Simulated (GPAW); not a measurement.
# Sn (Immm) in GPAW: convergence with k mesh

Aim: find how far k mesh must go before the results for Sn settle, at PBE. This setting moves, with any that are tied to it; all else stays.

Everything below comes from runs of GPAW 26.7.0. Logs are shortened: lines on timing, memory, paths and dates and some standing lists are left out, and cuts for length are marked. The log counts tension as positive stress, the text compression.

**1. The crystal as given**

The structure is orthorhombic, space group Immm (No. 71). The conventional cell has a = 3.453 Å, b = 3.551 Å, c = 4.677 Å, α = 90.00°, β = 90.00°, γ = 90.00°. Sn (site symmetry mmm) is surrounded by 12 Sn at 3.41 to 3.55 Å.

This isn't the form of Sn at room conditions, which is tetragonal (white tin).

**2. With k mesh 3 × 3 × 3**

Input file run.py:

```python
from ase import Atoms
from ase.dft.bandgap import bandgap
from ase.io import write
from ase.units import GPa
from gpaw import GPAW, PW

atoms = Atoms(['Sn'],
              cell=[[-1.726539, 1.775547, 2.338342],
                    [1.726539, -1.775547, 2.338342],
                    [1.726539, 1.775547, -2.338342]],
              scaled_positions=[[0.0, 0.0, 0.0]],
              pbc=True)

calc = GPAW(mode=PW(600),
            xc='PBE',
            kpts={'size': (3, 3, 3), 'gamma': True},
            occupations={'name': 'fermi-dirac', 'width': 0.05},
            nbands=14,
            convergence={'density': 1e-05, 'energy': 1e-05},
            maxiter=100,
            txt='gpaw.txt')
atoms.calc = calc
energy = atoms.get_potential_energy()
forces = atoms.get_forces()
stress = atoms.get_stress()
calc.write('gs.gpw')
write('result.traj', atoms)
print(f'Energy: {energy:.6f} eV')
print('Forces (eV/A):')
print(forces.round(4))
print('Stress (GPa):', (stress / GPa).round(3))
print('Fermi level:', round(calc.get_fermi_level(), 4), 'eV')
print(f'Gap: {bandgap(calc)[0]:.4f} eV, direct: {bandgap(calc, direct=True)[0]:.4f} eV')
```

Potentials or basis: GPAW PAW data sets (gpaw-data 1.2.1), pw.

On the command line:

```
$ OMP_NUM_THREADS=1 python run.py
```

Wall time 2.9 s (1 thread of Arm Neoverse V1, shared host); peak memory 0.12 GiB.

Results:

```yaml
Free_energy: -3.9680 eV
Pressure: -4.8 GPa
Band_gap_on_the_k_mesh: none (metal or under the smearing width)
```

**3. With k mesh 4 × 4 × 4**

Edit run.py of step 2 so:

```diff
@@ -15,3 +15,3 @@
             xc='PBE',
-            kpts={'size': (3, 3, 3), 'gamma': True},
+            kpts={'size': (4, 4, 4), 'gamma': True},
             occupations={'name': 'fermi-dirac', 'width': 0.05},
```

Potentials or basis: GPAW PAW data sets (gpaw-data 1.2.1), pw.

On the command line:

```
$ OMP_NUM_THREADS=1 python run.py
```

Run time: 4.5 s. Hardware: 1 thread of Arm Neoverse V1, shared host; peak memory 0.13 GiB.

Results:

* Free energy: -3.8549 eV
* Pressure: -1.0 GPa
* Band gap on the k mesh: none (metal or under the smearing width)

**4. With k mesh 5 × 5 × 5**

Edit run.py of step 3 so:

```diff
@@ -15,3 +15,3 @@
             xc='PBE',
-            kpts={'size': (4, 4, 4), 'gamma': True},
+            kpts={'size': (5, 5, 5), 'gamma': True},
             occupations={'name': 'fermi-dirac', 'width': 0.05},
```

On the command line:

```
$ OMP_NUM_THREADS=1 python run.py
```

Wall time 6 s (1 thread of Arm Neoverse V1, shared host); peak memory 0.13 GiB.

Results:

- Free energy: -3.9772 eV
- Pressure: -1.0 GPa
- Band gap on the k mesh: none (metal or under the smearing width)

**5. With k mesh 6 × 6 × 6**

Edit run.py of step 4 so:

```diff
@@ -15,3 +15,3 @@
             xc='PBE',
-            kpts={'size': (5, 5, 5), 'gamma': True},
+            kpts={'size': (6, 6, 6), 'gamma': True},
             occupations={'name': 'fermi-dirac', 'width': 0.05},
```

On the command line:

```
$ OMP_NUM_THREADS=1 python run.py
```

Wall time 9 s (1 thread of Arm Neoverse V1, shared host); peak memory 0.14 GiB.

Results (log left out):

| Quantity | Value |
| --- | --- |
| Free energy | -3.8851 eV |
| Pressure | -0.3 GPa |
| Band gap on the k mesh | none (metal or under the smearing width) |

**6. With k mesh 7 × 7 × 7**

Edit run.py of step 5 so:

```diff
@@ -15,3 +15,3 @@
             xc='PBE',
-            kpts={'size': (6, 6, 6), 'gamma': True},
+            kpts={'size': (7, 7, 7), 'gamma': True},
             occupations={'name': 'fermi-dirac', 'width': 0.05},
```

Potentials or basis: GPAW PAW data sets (gpaw-data 1.2.1), pw.

On the command line:

```
$ OMP_NUM_THREADS=1 python run.py
```

It took 12 s on 1 thread of Arm Neoverse V1, shared host; peak memory 0.15 GiB.

Results (log left out):

| Item | Value |
| --- | --- |
| Free energy | -3.9807 eV |
| Pressure | -0.9 GPa |
| Band gap on the k mesh | none (metal or under the smearing width) |

**7. With k mesh 8 × 8 × 8**

Edit run.py of step 6 so:

```diff
@@ -15,3 +15,3 @@
             xc='PBE',
-            kpts={'size': (7, 7, 7), 'gamma': True},
+            kpts={'size': (8, 8, 8), 'gamma': True},
             occupations={'name': 'fermi-dirac', 'width': 0.05},
```

On the command line:

```
$ OMP_NUM_THREADS=1 python run.py
```

Run time: 17 s. Hardware: 1 thread of Arm Neoverse V1, shared host; peak memory 0.16 GiB.

The run converged. Its results:

```
Free energy            : -4.0036 eV
Pressure               : -1.4 GPa
Band gap on the k mesh : none (metal or under the smearing width)
```

**8. With k mesh 10 × 10 × 10**

Edit run.py of step 7 so:

```diff
@@ -15,3 +15,3 @@
             xc='PBE',
-            kpts={'size': (8, 8, 8), 'gamma': True},
+            kpts={'size': (10, 10, 10), 'gamma': True},
             occupations={'name': 'fermi-dirac', 'width': 0.05},
```

On the command line:

```
$ OMP_NUM_THREADS=1 python run.py
```

Wall time 30 s (1 thread of Arm Neoverse V1, shared host); peak memory 0.19 GiB.

Results (log left out):

| Property | Result |
| --- | --- |
| Free energy | -3.9919 eV |
| Pressure | -1.3 GPa |
| Band gap on the k mesh | none (metal or under the smearing width) |

**9. With k mesh 12 × 12 × 12**

Edit run.py of step 8 so:

```diff
@@ -15,3 +15,3 @@
             xc='PBE',
-            kpts={'size': (10, 10, 10), 'gamma': True},
+            kpts={'size': (12, 12, 12), 'gamma': True},
             occupations={'name': 'fermi-dirac', 'width': 0.05},
```

Potentials or basis: GPAW PAW data sets (gpaw-data 1.2.1), pw.

On the command line:

```
$ OMP_NUM_THREADS=1 python run.py
```

It took 47 s on 1 thread of Arm Neoverse V1, shared host; peak memory 0.23 GiB.

The run converged. Its results:

- Free energy: -3.9813 eV
- Pressure: -1.3 GPa
- Band gap on the k mesh: none (metal or under the smearing width)

**10. With k mesh 14 × 14 × 14**

Edit run.py of step 9 so:

```diff
@@ -15,3 +15,3 @@
             xc='PBE',
-            kpts={'size': (12, 12, 12), 'gamma': True},
+            kpts={'size': (14, 14, 14), 'gamma': True},
             occupations={'name': 'fermi-dirac', 'width': 0.05},
```

Potentials or basis: GPAW PAW data sets (gpaw-data 1.2.1), pw.

On the command line:

```
$ OMP_NUM_THREADS=1 python run.py
```

gpaw.txt:

```text
__  _  _
 | _ |_)|_||  |
 |__||  | ||/\| - 26.7.0

Input parameters:
  mode=PW(ecut=600.0),
  convergence={'density': 1e-05, 'energy': 1e-05},
  kpts=MonkhorstPack(size=(14, 14, 14), gamma=True),
  maxiter=100,
  nbands=14,
  occupations=Occupations(name='fermi-dirac', width=0.05),
  xc=XC(name='PBE')

Diagonalizing LCAO Hamiltonian
Converting LCAO to pw mode

       Sn

Atoms  # Å, Bohr magnetons
|   | symbol |        x |        y |        z |    initial magnetic moments |
|---|--------|----------|----------|----------|-----------------------------|
| 0 |     Sn | 0.000000 | 0.000000 | 0.000000 | ( 0.0000,  0.0000,  0.0000) |

Unit cell  # Å
| periodic |         x |         y |         z |  lengths |     angles |
|----------|-----------|-----------|-----------|----------|------------|
|      yes | -1.726539 |  1.775547 |  2.338342 | 3.406075 | 119.084898 |
|      yes |  1.726539 | -1.775547 |  2.338342 | 3.406075 | 117.162588 |
|      yes |  1.726539 |  1.775547 | -2.338342 | 3.406075 |  93.289317 |

Number of symmetries: 8
Symmetry operations  # r_c * U_cc + t_c -> r_c
|   | kind |            matrix            |
|---|------|------------------------------|
| 0 |  σ   |  1, 1, 1,  0, 0,-1,  0,-1, 0 |
| 1 |  E   |  1, 0, 0,  0, 1, 0,  0, 0, 1 |
| 2 |  C2  |  0, 1, 0,  1, 0, 0, -1,-1,-1 |
| 3 |  C2  |  0, 0, 1, -1,-1,-1,  1, 0, 0 |
| 4 |  σ   |  0, 0,-1,  1, 1, 1, -1, 0, 0 |
| 5 |  σ   |  0,-1, 0, -1, 0, 0,  1, 1, 1 |
| 6 |  i   | -1, 0, 0,  0,-1, 0,  0, 0,-1 |
| 7 |  C2  | -1,-1,-1,  0, 0, 1,  0, 1, 0 |

BZ-sampling:
  Number of BZ points: 2744
  Number of IBZ points: 428

  Monkhorst-Pack size: [14, 14, 14]
  Monkhorst-Pack shift: [0.03571428571428571, 0.03571428571428571, 0.03571428571428571]

K-points  # in reciprocal-cell coordinates
|     |                                coordinates |     weight |
|-----|--------------------------------------------|------------|
|   0 | (  0.00000000,   0.00000000,   0.00000000) | 0.00036443 |
|   1 | (  0.07142857,  -0.07142857,  -0.07142857) | 0.00072886 |
|   2 | (  0.07142857,  -0.07142857,   0.00000000) | 0.00145773 |
|   3 | (  0.07142857,  -0.07142857,   0.07142857) | 0.00072886 |
|   4 | (  0.07142857,   0.00000000,  -0.07142857) | 0.00145773 |
|   5 | (  0.07142857,   0.00000000,   0.00000000) | 0.00145773 |
|   6 | (  0.07142857,   0.07142857,  -0.07142857) | 0.00072886 |
|   7 | (  0.14285714,  -0.14285714,  -0.14285714) | 0.00072886 |
|   8 | (  0.14285714,  -0.14285714,  -0.07142857) | 0.00145773 |
|   9 | (  0.14285714,  -0.14285714,   0.00000000) | 0.00145773 |
| ... |                                            |            |
| 427 | (  0.50000000,   0.50000000,   0.50000000) | 0.00036443 |

Plane wave coefficients: 974
Cutoff: 600.0 eV

Spin-components: 1 (collinear spins)
Bands:           14
Projectors:      6
Spin-degeneracy: 2
Datatype:        complex128

Parallelization:
  kpt:    1
  domain: 1
  band:   1

Density:
  Valence electrons: 14.0
  Components: 1
  Grid points: [20 20 20]
  Charge: 0.0  # |e|

Potential:
  Grid points: [20 20 20]

species:
  Sn:
    name:    Tin
    Z:       50.0
    valence: 14
    core:    36
    charge:  0.0  # [|e|]
    compensation charges:
      type: gauss
      rc: 0.38  # [Å]
      lmax: 2
    cutoffs:
      filter: 2.23  # [Å]
      core: 2.35  # [Å]
    projectors
    | kind |    occ | energy [eV] | rcut [Å] |
    |------|--------|-------------|----------|
    |   5s |  2.000 |     -10.538 |    1.201 |
    |   5p |  2.000 |      -3.696 |    1.270 |
    |   4d | 10.000 |     -25.845 |    1.185 |
    |    s |        |      16.674 |    1.201 |
    |    p |        |      23.515 |    1.270 |
    |    d |        |       1.367 |    1.185 |

    Using partial waves for Sn as LCAO basis

Reference energy: -168010.693307  # eV

eigensolver:
  PPCG
  Converge bands: occupied
  niter=2

density mixing:
  MSR1-Mixer
  Pratt-step length: 0.05
  Maximum mixing coefficient: 0.75
  Old densities: 10
  SVD Regularization: 0.005
  Good broyden scale: 1.0
  Trust region scale: 1.0
  Backstep threshold: 4.0
  History deletion threshold: 6.0
  Fourier metric: weight=20.0, sigma=0.015

occupation numbers:
  Fermi-Dirac:
    width: 0.0500  # eV

poisson solver:
  ecut: 4800.0  # eV

xc functional:
  name: PBE with 2 nearest neighbor stencil

convergence criteria:
- Maximum integral of absolute [dens]ity change: 1e-05 electrons / valence electron
- Maximum [total energy] change in last 3 cyles: 1e-05 eV / valence electron
- Maximum integral of absolute [eigenst]ate change: 4e-08 eV^2 / valence electron
maximum number of iterations: 100

SCF iterations
|iter     | |      energy | eigst |  dens |
|---------|-|-------------|-------|-------|
|iter:   1| |   -3.996511 | -0.23 |       |
|iter:   2| |   -3.995982 | -2.75 | -1.78 |
|iter:   3| |   -3.986955 | -2.83 | -1.81 |
|iter:   4| |   -3.987171 | -4.04 | -2.38 |
|iter:   5| |   -3.987243 | -4.76 | -3.02 |
|iter:   6| |   -3.987249c| -6.01 | -3.94 |
|iter:   7| |   -3.987249c| -7.21 | -4.57 |
|iter:   8| |   -3.987249c| -7.97c| -5.13c|

Converged in 8 steps
Energy contributions relative to reference atoms: (reference = -168010.693307)

Energy contributions:
  Kinetic:           3.394646
  Coulomb:          -3.654065
  Zero:              0.003912
  External:          0.000000
  Xc:               -3.729299
  Entropy:          -0.004886
  Spinorbit:         0.000000
  ----------------------------
  Free energy:      -3.989693
  Extrapolated:     -3.987249

dipole moment: (-5.848754, -6.014771, -7.921273)  # |e|*Ang

Fermi level: 6.730
Eigenvalues  # (at kpt = [0.000, 0.000, 0.000])
| band index |      eig [eV] | occ [0-2] |
|------------|---------------|-----------|
|          0 |       -14.846 |     2.000 |
|          1 |       -14.833 |     2.000 |
|          2 |       -14.811 |     2.000 |
|          3 |       -14.782 |     2.000 |
|          4 |       -14.750 |     2.000 |
|          5 |        -4.048 |     2.000 |
|          6 |        13.719 |     0.000 |
|          7 |        13.862 |     0.000 |
|          8 |        14.266 |     0.000 |
|          9 |        17.386 |     0.000 |
|         10 |        17.796 |     0.000 |
|         11 |        18.309 |     0.000 |
|         12 |        18.461 |     0.000 |
|         13 |        19.963 |     0.000 |

No gap
No difference between direct/indirect transitions

Forces  # eV/Ang
|        x |       y |        z |
|----------|---------|----------|
| -0.00000 | 0.00000 | -0.00000 |  # Sn   0

Stress tensor  # eV/Ang^3
|        x |        y |        z |
|----------|----------|----------|
| 0.004552 | 0.000000 | 0.000000 |
| 0.000000 | 0.007320 | 0.000000 |
| 0.000000 | 0.000000 | 0.009058 |

# Writing to gs.gpw (mode='')
```

stdout:

```text
Energy: -3.987249 eV
Forces (eV/A):
[[-0.  0. -0.]]
Stress (GPa): [0.729 1.173 1.451 0.    0.    0.   ]
Fermi level: 6.73 eV
Gap: 0.0000 eV, direct: 0.0000 eV
```

It took 70 s on 1 thread of Arm Neoverse V1, shared host; peak memory 0.29 GiB.

Results:

```
Free energy            : -3.9897 eV
Pressure               : -1.1 GPa
Band gap on the k mesh : none (metal or under the smearing width)
```

**11. Result**

| k mesh | energy less the tightest run, at zero smearing (meV/atom) | pressure (GPa) | SCF cycles | CPU time (s) | peak memory (GiB) |
| --- | --- | --- | --- | --- | --- |
| 3 × 3 × 3 | 27.76 | -4.83 | 8 | 2.9 | 0.12 |
| 4 × 4 × 4 | 139.01 | -1.05 | 8 | 4.5 | 0.13 |
| 5 × 5 × 5 | 13.27 | -1.05 | 8 | 6 | 0.13 |
| 6 × 6 × 6 | 108.33 | -0.34 | 8 | 9 | 0.14 |
| 7 × 7 × 7 | 9.81 | -0.91 | 8 | 12 | 0.15 |
| 8 × 8 × 8 | -14.00 | -1.37 | 8 | 17 | 0.16 |
| 10 × 10 × 10 | -2.39 | -1.30 | 8 | 30 | 0.19 |
| 12 × 12 × 12 | 9.00 | -1.34 | 8 | 47 | 0.23 |
| 14 × 14 × 14 | 0.00 | -1.12 | 8 | 70 | 0.29 |

Not settled before the last step: the energy (to 1 meV/atom), the pressure (to 0.1 GPa). Meshes of other sizes hit other points, so gaps and Fermi surfaces needn't settle smoothly. The tightest run that finished is the yardstick and may itself not be fully converged.
